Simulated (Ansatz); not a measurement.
# BN: one atom moved over a plane

The task, for BN: map the energy of atom 2 (N) over a plane.

Program: Ansatz 0.2.0. Level of theory: DFT PBE, scalar-relativistic, plane waves, PAW. These are calculated values, not measurements.

## (1) Starting point

It takes space group F-43m (No. 216, cubic). Conventional cell: a = 3.626 Å, b = 3.626 Å, c = 3.626 Å, α = 90.00°, β = 90.00°, γ = 90.00°. Around B (site symmetry -43m) lie 4 N at 1.57 Å. N (site symmetry -43m) has 4 B at 1.57 Å as nearest neighbours.

Structure file:

```
B N
1.0
     0.00000    1.81300    1.81300
     1.81300    0.00000    1.81300
     1.81300    1.81300    0.00000
B N
1 1
Cartesian
  0.0000 0.0000 0.0000
  2.7195 2.7195 2.7195
```

It goes back to an entry of the Materials Project.

No relaxation comes first: the listed cell is the starting point.

## (2) Zero of energy

The reference gives a free energy of -542.0037 eV, pressure -1.74 GPa, largest force 0.000 eV/Å and gap on the mesh 4.41 eV. It was computed beforehand with the settings of the runs below.

## (3) The scan: one atom moved over a plane

Atom 2 (N) is moved by p along (1.000, 0.000, 0.000) and q along (0.000, 0.000, 1.000) (Å), all else fixed; its images in the other cells move with it. Points alike by symmetry are run once.

## (4) At p = -0.200, q = -0.200

input.yaml reads:

```yaml
crystal:
  lattice:
    - [0.0, 1.813001, 1.813001]
    - [1.813001, 0.0, 1.813001]
    - [1.813001, 1.813001, 0.0]
  atoms:
    - { symbol: B, position: [0.0, 0.0, 0.0] }
    - { symbol: "N", position: [0.75, 0.6396856648, 0.75] }
basis:
  ecutwfc: 300.0
kpoints:
  mp_grid: { grid: [6, 6, 6] }
hamiltonian:
  xc: pbe
scf:
  occupations: { method: gaussian, width: 0.05 }
output:
  forces: true
  stress: true
  eigenvalues: true
```

Command:

```
$ ansatz run input.yaml --threads 1 --pin off --max-ram 2560MiB --backend cpu --events-out ev --progress --plain --runs-dir out
```

## (5) Point p = -0.200, q = 0.000

input.yaml, as its differences from that of step 4:

```diff
@@ -7,3 +7,3 @@
     - { symbol: B, position: [0.0, 0.0, 0.0] }
-    - { symbol: "N", position: [0.75, 0.6396856648, 0.75] }
+    - { symbol: "N", position: [0.8051571676, 0.6948428324, 0.6948428324] }
 basis:
```

## (6) At p = -0.200, q = -0.100

input.yaml, as its differences from that of step 5:

```diff
@@ -7,3 +7,3 @@
     - { symbol: B, position: [0.0, 0.0, 0.0] }
-    - { symbol: "N", position: [0.8051571676, 0.6948428324, 0.6948428324] }
+    - { symbol: "N", position: [0.7775785838, 0.6672642486, 0.7224214162] }
 basis:
```

## (7) p = -0.100, q = 0.000

input.yaml, as its differences from that of step 6:

```diff
@@ -7,3 +7,3 @@
     - { symbol: B, position: [0.0, 0.0, 0.0] }
-    - { symbol: "N", position: [0.7775785838, 0.6672642486, 0.7224214162] }
+    - { symbol: "N", position: [0.7775785838, 0.7224214162, 0.7224214162] }
 basis:
```

## (8) At p = -0.100, q = -0.100

input.yaml, as its differences from that of step 7:

```diff
@@ -7,3 +7,3 @@
     - { symbol: B, position: [0.0, 0.0, 0.0] }
-    - { symbol: "N", position: [0.7775785838, 0.7224214162, 0.7224214162] }
+    - { symbol: "N", position: [0.75, 0.6948428324, 0.75] }
 basis:
```

(Steps that only read results are left out.)

Before running it: what results should come out? Wanted: highest point; lowest point away from the origin.

As calculated:

| quantity | value |
| --- | --- |
| highest point | 0.967 eV/cell at (p, q) = (-0.200, -0.200) |
| lowest point away from the origin | 0.123 eV/cell at (-0.100, 0.000) |

The settings of these runs were drawn from a wide range and may not be converged. No computed point lies below the origin. Read as harmonic, the points at ±0.100 Å give force constants of 24.53 eV/Å² along p and 24.53 eV/Å² along q, so the site is nearly isotropic in this plane. The gap on the mesh runs from 1.99 to 4.41 eV over the map. In some runs cutoff or mesh lie under the advised values, so their numbers carry a basis error.

The gaps are Kohn-Sham values of a semilocal functional, not quasiparticle or optical gaps. Such gaps usually fall short of the measured ones.
